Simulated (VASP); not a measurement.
# Na (Im-3m) in VASP: further runs

One crystal, Na, is run at these levels: PBEsol; tasks: relaxation of cell and atoms.

Everything below comes from runs of VASP 6.6.1. Logs are shortened: lines on timing, memory, paths and dates and some standing lists are left out, and cuts for length are marked.

## (1) Starting point

It takes space group Im-3m (No. 229, cubic). The conventional cell has a = 4.282 Å, b = 4.282 Å, c = 4.282 Å, α = 90.00°, β = 90.00°, γ = 90.00°. Around Na (site symmetry m-3m) lie 8 Na at 3.71 Å.

## (2) Relaxation of cell and atoms, PBEsol

INCAR reads:

```
PREC = Accurate ; ENCUT = 600
EDIFF = 1E-6 ; ISMEAR = 1
SIGMA = 0.1 ; LREAL = False
LASPH = True ; NELM = 80
ALGO = Normal ; ISIF = 3
LWAVE = False ; LCHARG = False
GGA = PS ; IBRION = 2
NSW = 90 ; EDIFFG = -0.01
```

KPOINTS reads:

```
Automatic mesh
0
Gamma
  12 12 12
```

POSCAR reads:

```
Na
1.0
   -2.1410000000      2.1410000000      2.1410000000
    2.1410000000     -2.1410000000      2.1410000000
    2.1410000000      2.1410000000     -2.1410000000
Na
1
Direct
    0.0000000000      0.0000000000      0.0000000000
```

Potentials or basis: VASP PAW PBE potentials, release 64 (Na_pv).

Launch:

```sh
> cat potpaw_PBE.64/Na_pv/POTCAR > POTCAR
> mpirun -np 1 vasp_std > vasp.out
```

OUTCAR:

```text
PREC = Accurate
   ENCUT = 600
   EDIFF = 1E-6
   ISMEAR = 1
   LREAL = False
   LASPH = True
   NELM = 80
   ISIF = 3
   GGA = PS
   IBRION = 2
   NSW = 90
   EDIFFG = -0.01

 ion  position               nearest neighbor table
   1  0.000  0.000  0.000-

  LATTYP: Found a body centered cubic cell.
 ALAT       =     4.2820000000

  Lattice vectors:

 A1 = (  -2.1410000000,   2.1410000000,   2.1410000000)
 A2 = (   2.1410000000,  -2.1410000000,   2.1410000000)
 A3 = (   2.1410000000,   2.1410000000,  -2.1410000000)

Analysis of symmetry for initial positions (statically):
=====================================================================
 Subroutine PRICEL returns:
 Original cell was already a primitive cell.

 Routine SETGRP: Setting up the symmetry group for a
 body centered cubic supercell.

 Subroutine GETGRP returns: Found 48 space group operations
 (whereof 48 operations were pure point group operations)
 out of a pool of 48 trial point group operations.

The static configuration has the point symmetry O_h .

Analysis of symmetry for dynamics (positions and initial velocities):
=====================================================================
 Subroutine PRICEL returns:
 Original cell was already a primitive cell.

 Routine SETGRP: Setting up the symmetry group for a
 body centered cubic supercell.

 Subroutine GETGRP returns: Found 48 space group operations
 (whereof 48 operations were pure point group operations)
 out of a pool of 48 trial point group operations.

The dynamic configuration has the point symmetry O_h .

 Subroutine INISYM returns: Found 48 space group operations
 (whereof 48 operations are pure point group operations),
 and found     1 'primitive' translations

----------------------------------------------------------------------------------------

                                     Primitive cell

  volume of cell :      39.2564

  direct lattice vectors                    reciprocal lattice vectors
    -2.141000000  2.141000000  2.141000000     0.000000000  0.233535731  0.233535731
     2.141000000 -2.141000000  2.141000000     0.233535731  0.000000000  0.233535731
     2.141000000  2.141000000 -2.141000000     0.233535731  0.233535731  0.000000000

  length of vectors
     3.708320779  3.708320779  3.708320779     0.330269398  0.330269398  0.330269398

  position of ions in fractional coordinates (direct lattice)
     0.000000000  0.000000000  0.000000000

  ion indices of the primitive-cell ions
   primitive index   ion index
                 1           1

----------------------------------------------------------------------------------------

 KPOINTS: Automatic mesh

Automatic generation of k-mesh.
 Grid dimensions read from file:
 generate k-points for:   12   12   12

 Generating k-lattice:

  Cartesian coordinates                     Fractional coordinates (reciprocal lattice)
     0.000000000  0.019461311  0.019461311     0.083333333  0.000000000  0.000000000
     0.019461311  0.000000000  0.019461311     0.000000000  0.083333333  0.000000000
     0.019461311  0.019461311  0.000000000     0.000000000  0.000000000  0.083333333

  Length of vectors
     0.027522450  0.027522450  0.027522450

  Shift w.r.t. Gamma in fractional coordinates (k-lattice)
     0.000000000  0.000000000  0.000000000

 Subroutine IBZKPT returns following result:
 ===========================================

 Found     72 irreducible k-points:

 Following reciprocal coordinates:
            Coordinates               Weight
  0.000000  0.000000  0.000000      1.000000
  0.083333  0.000000  0.000000     12.000000
  0.166667  0.000000  0.000000     12.000000
  0.250000  0.000000  0.000000     12.000000
  0.333333  0.000000  0.000000     12.000000
  0.416667  0.000000  0.000000     12.000000
[... 16 lines left out ...]
  0.333333  0.083333  0.083333     24.000000
  0.416667  0.083333  0.083333     12.000000
 [... further k-points ...]
   k-points           NKPTS =     72   k-points in BZ     NKDIM =     72   number of bands    NBANDS=      7
   number of dos      NEDOS =    301   number of ions     NIONS =      1
   total plane-waves  NPLWV =  27000
   dimension x,y,z NGX =    30 NGY =   30 NGZ =   30
   dimension x,y,z NGXF=    60 NGYF=   60 NGZF=   60
   ions per type =               1
   NGX,Y,Z   is equivalent  to a cutoff of  13.45, 13.45, 13.45 a.u.
   NGXF,Y,Z  is equivalent  to a cutoff of  26.90, 26.90, 26.90 a.u.
 SYSTEM =  unknown system
   PREC   = accura    normal or accurate (medium, high low for compatibility)
   ISTART =      0    job   : 0-new  1-cont  2-samecut
   ICHARG =      2    charge: 1-file 2-atom 10-const
   ISPIN  =      1    spin polarized calculation?
   LNONCOLLINEAR =      F non collinear calculations
   LSORBIT =      F    spin-orbit coupling
   LASPH  =      T    aspherical Exc in radial PAW
   ENCUT  =  600.0 eV  44.10 Ry    6.64 a.u.   7.41  7.41  7.41*2*pi/ulx,y,z
   NELM   =     80;   NELMIN=  2; NELMDL= -5     # of ELM steps
   EDIFF  = 0.1E-05   stopping-criterion for ELM
   LREAL  =      F    real-space projection
   EDIFFG = -.1E-01   stopping-criterion for IOM
   NSW    =     90    number of steps for IOM
   IBRION =      2    ionic relax: 0-MD 1-quasi-New 2-CG
   NFREE  =      1    steps in history (QN), initial steepest desc. (CG)
   ISIF   =      3    stress and relaxation
   ISYM   =      2    0-nonsym 1-usesym 2-fastsym
   POTIM  = 0.5000    time-step for ionic-motion
   TEBEG  =    0.0;   TEEND  =   0.0 temperature during run
   PSTRESS=    0.0 pullay stress
   NELECT =       7.0000    total number of electrons
   NUPDOWN=      -1.0000    fix difference up-down
   EMIN   =  10.00;   EMAX   =-10.00  energy-range for DOS
   EFERMI =   0.00;   METHOD = LEGACY
   ISMEAR =     1;   SIGMA  =   0.10  broadening in eV -4-tet -1-fermi 0-gaus
   EFERMI_NEDOS =   21; number of points for ismear=-14 and -15
   IALGO  =     38    algorithm
   IMIX   =      4    mixing-type and parameters
     AMIX     =   0.40;   BMIX     =  1.00
     AMIX_MAG =   1.60;   BMIX_MAG =  1.00
  volume/ion in A,a.u.               =      39.26       264.91
  Fermi-wavevector in a.u.,A,eV,Ry     =   0.921448  1.741284 11.552251  0.849066
  Thomas-Fermi vector in A             =   2.046866
   LORBIT       =      0    0 simple, 1 ext, 2 COOP (PROOUT), +10 PAW based schemes
   GGA     = PS    functional components
   LHFCALC =     F    Hartree Fock is set to
   AEXX    =    0.0000 exact exchange contribution
   IVDW    =     0    specifies the selected vdW correction
   LEPSILON=     F    determine dielectric tensor
   LRPA    =     F    only Hartree local field effects (RPA)
 conjugate gradient relaxation of ions
 non-spin polarized calculation
 Methfessel and Paxton  Order N= 1 SIGMA  =   0.10
  energy-cutoff  :      600.00
  volume of cell :       39.26
 maximum number of plane-waves:      1329
 NGX is ok and might be reduce to    30
   NGX = 15   NGY = 15   NGZ = 15

--------------------------------------- Ionic step        1  -------------------------------------------

 number of electron       7.0000007 magnetization

 Free energy of the ion-electron system (eV)
  ---------------------------------------------------
  ext. energy  EPLUGINS =         0.00000000
  ---------------------------------------------------
  free energy    TOTEN  =        -1.39150091 eV

  energy without entropy =       -1.39069238  energy(sigma->0) =       -1.39123140

------------------------ aborting loop because EDIFF is reached ----------------------------------------

  FORCE on cell =-STRESS in cart. coord.  units (eV):
  Direction    XX          YY          ZZ          XY          YZ          ZX
  --------------------------------------------------------------------------------------
  -------------------------------------------------------------------------------------
  Total       -0.1346023     -0.1346023     -0.1346023      0.0000000     -0.0000000      0.0000000
  in kB       -5.4935486     -5.4935486     -5.4935486      0.0000000     -0.0000000      0.0000000
  external PRESSURE =      -5.4935486 kB  Pullay stress =       0.0000000 kB

 VOLUME and BASIS-vectors are now :
 -----------------------------------------------------------------------------
  energy-cutoff  :      600.00
  volume of cell :       39.26
      direct lattice vectors                 reciprocal lattice vectors
    -2.141000000  2.141000000  2.141000000     0.000000000  0.233535731  0.233535731
     2.141000000 -2.141000000  2.141000000     0.233535731  0.000000000  0.233535731
     2.141000000  2.141000000 -2.141000000     0.233535731  0.233535731  0.000000000
[... 36 lines left out ...]
 POSITION                                       TOTAL-FORCE (eV/Angst)
 -----------------------------------------------------------------------------------
      0.00000      0.00000      0.00000         0.000000      0.000000      0.000000
 -----------------------------------------------------------------------------------
    total drift:                               -0.000000     -0.000000      0.000000

  FREE ENERGIE OF THE ION-ELECTRON SYSTEM (eV)
  ---------------------------------------------------
  free  energy   TOTEN  =        -1.3937961368 eV

  energy  without entropy=       -1.3929947491  energy(sigma->0) =       -1.39352901

--------------------------------------- Ionic step        3  -------------------------------------------

 number of electron       6.9999991 magnetization

 Free energy of the ion-electron system (eV)
  ---------------------------------------------------
  ext. energy  EPLUGINS =         0.00000000
  ---------------------------------------------------
  free energy    TOTEN  =        -1.39695255 eV

  energy without entropy =       -1.39617367  energy(sigma->0) =       -1.39669293

 E-fermi :   0.3239     XC(G=0):  -6.5586

 val. band max:        0.2935750307   @ k =  -0.3333   0.4167   0.1667
 cond. band min:       0.4063636623   @ k =   0.3333   0.1667   0.0000
 fundamental gap:      0.1127886317
 Fermi energy:         0.3238954029

 k-point     1 :       0.0000    0.0000    0.0000
  band No.  band energies     occupation
      1     -24.4010      2.00000
      2     -24.4010      2.00000
      3     -24.4010      2.00000
      4      -2.9563      2.00000
      5      12.2411      0.00000
      6      12.2411      0.00000
      7      12.2411      0.00000

 k-point     2 :       0.0833    0.0000    0.0000
  band No.  band energies     occupation
      1     -24.4037      2.00000
      2     -24.4019      2.00000
      3     -24.4010      2.00000
      4      -2.8320      2.00000
      5      10.7256      0.00000
      6      11.5060      0.00000
      7      11.8017      0.00000
[... 201 lines left out ...]
 k-point    23 :       0.3333    0.0833    0.0833
  band No.  band energies     occupation
      1     -24.4356      2.00000
      2     -24.4143      2.00000
      3     -24.4034      2.00000
      4       0.2903      1.53481
      5       3.1031      0.00000
      6       6.7685      0.00000
      7       7.9431      0.00000

 k-point    24 :       0.4167    0.0833    0.0833
  band No.  band energies     occupation
      1     -24.4372      2.00000
      2     -24.4156      2.00000
      3     -24.4035      2.00000
      4       1.3399     -0.00000
      5       1.8511     -0.00000
      6       6.6556      0.00000
      7       7.8295      0.00000

 [... further k-points ...]

------------------------ aborting loop because EDIFF is reached ----------------------------------------

  FORCE on cell =-STRESS in cart. coord.  units (eV):
  Direction    XX          YY          ZZ          XY          YZ          ZX
  --------------------------------------------------------------------------------------
  -------------------------------------------------------------------------------------
  Total       -0.0054523     -0.0054523     -0.0054523      0.0000000      0.0000000     -0.0000000
  in kB       -0.2408064     -0.2408064     -0.2408064      0.0000000      0.0000000     -0.0000000
  external PRESSURE =      -0.2408064 kB  Pullay stress =       0.0000000 kB

 VOLUME and BASIS-vectors are now :
 -----------------------------------------------------------------------------
  energy-cutoff  :      600.00
  volume of cell :       36.28
      direct lattice vectors                 reciprocal lattice vectors
    -2.085389060  2.085389060  2.085389060     0.000000000  0.239763414  0.239763414
     2.085389060 -2.085389060  2.085389060     0.239763414  0.000000000  0.239763414
     2.085389060  2.085389060 -2.085389060     0.239763414  0.239763414  0.000000000

 POSITION                                       TOTAL-FORCE (eV/Angst)
 -----------------------------------------------------------------------------------
      0.00000      0.00000      0.00000         0.000000      0.000000      0.000000
 -----------------------------------------------------------------------------------
    total drift:                               -0.000000     -0.000000      0.000000

  FREE ENERGIE OF THE ION-ELECTRON SYSTEM (eV)
  ---------------------------------------------------
  free  energy   TOTEN  =        -1.3969525521 eV

  energy  without entropy=       -1.3961736731  energy(sigma->0) =       -1.39669293

 reached required accuracy - stopping structural energy minimisation
```

Wall time 14 s (1 thread of Intel Xeon 6975P-C (Granite Rapids), shared host); peak memory 0.16 GiB.

What came out:

```
Free energy                            : -1.3970 eV
Relaxed volume                         : 36.28 Å³/atom
Relaxed cell                           : a = 3.612 Å, b = 3.612 Å, c = 3.612 Å, α = 109.47°, β = 109.47°, γ = 109.47°
Space group after relaxing (to 0.05 Å) : Im-3m (No. 229)
Energy gained by relaxing              : 5.5 meV/atom
Ionic steps                            : 3
Pressure after relaxing                : 0.0 GPa
Band gap on the k mesh                 : none (metal or under the smearing width)
```

Step by step:
```tsv
step	energy change (eV)	largest force (eV/Å)	pressure (GPa)	volume (Å³)
1	0.0000	0.0000	-0.55	39.26
2	-0.0023	0.0000	-0.43	38.50
3	-0.0055	0.0000	-0.02	36.28
```

Final structure:
```cif
data_structure
_symmetry_space_group_name_H-M 'P 1'
_symmetry_Int_Tables_number 1
_cell_length_a 3.6120
_cell_length_b 3.6120
_cell_length_c 3.6120
_cell_angle_alpha 109.471
_cell_angle_beta 109.471
_cell_angle_gamma 109.471
_cell_volume 36.28
loop_
_atom_site_label
_atom_site_type_symbol
_atom_site_fract_x
_atom_site_fract_y
_atom_site_fract_z
_atom_site_occupancy
Na1 Na 0.00000 0.00000 0.00000 1
```

Levels at points of the mesh, in eV from the Fermi level:
```csv
k point,band 1,band 2,band 3,band 4,band 5,band 6,band 7
"(0.00, 0.00, 0.00)",-24.72,-24.72,-24.72,-3.28,11.92,11.92,11.92
"(0.50, 0.00, 0.00)",-24.76,-24.74,-24.72,0.80,1.29,8.33,9.35
"(0.50, 0.50, 0.50)",-24.75,-24.75,-24.75,4.59,4.59,5.01,5.01
```

Caveat: the PAW data sets were made with another functional, which shifts forces and pressure a little.

## (3) Relaxation of cell and atoms, PBEsol

This run uses another cell than the first one, of 36.28 Å³/atom, 0.924 times its volume.

INCAR reads:

```
PREC = Accurate ; ENCUT = 600
EDIFF = 1E-7 ; ISMEAR = 1
SIGMA = 0.1 ; LREAL = False
LASPH = True ; NELM = 80
ALGO = Normal ; ISIF = 3
LWAVE = False ; LCHARG = False
GGA = PS ; IBRION = 2
NSW = 90 ; EDIFFG = -0.005
```

KPOINTS is that of step 2.

POSCAR reads:

```
Na                                      
1.0
   -2.0853890600      2.0853890600      2.0853890600
    2.0853890600     -2.0853890600      2.0853890600
    2.0853890600      2.0853890600     -2.0853890600
  Na            
     1
Direct
     0.0000000000000000    0.0000000000000000    0.0000000000000000
```

Potentials or basis: VASP PAW PBE potentials, release 64 (Na_pv).

Launch:

```sh
> cat potpaw_PBE.64/Na_pv/POTCAR > POTCAR
> mpirun -np 1 vasp_std > vasp.out
```

It took 6.9 s on 1 thread of Intel Xeon 6975P-C (Granite Rapids), shared host; peak memory 0.16 GiB.

It converged, with:

```
Free energy             : -1.3966 eV
Pressure after relaxing : 0.0 GPa
Band gap on the k mesh  : none (metal or under the smearing width)
```

Final structure:
```
CELL_PARAMETERS angstrom
-2.08539 2.08539 2.08539
2.08539 -2.08539 2.08539
2.08539 2.08539 -2.08539
ATOMIC_POSITIONS crystal
Na 0.00000 0.00000 0.00000
```

Levels at points of the mesh, in eV from the Fermi level:
```csv
k point,band 1,band 2,band 3,band 4,band 5,band 6
"(0.00, 0.00, 0.00)",-24.72,-24.72,-24.72,-3.28,11.92,11.92
"(0.50, 0.00, 0.00)",-24.76,-24.74,-24.72,0.80,1.29,8.33
"(0.50, 0.50, 0.50)",-24.75,-24.75,-24.75,4.59,4.59,5.01
```

Caveat: the relaxation stopped at its first step, so nothing moved; the PAW data sets were made with another functional, which shifts forces and pressure a little.
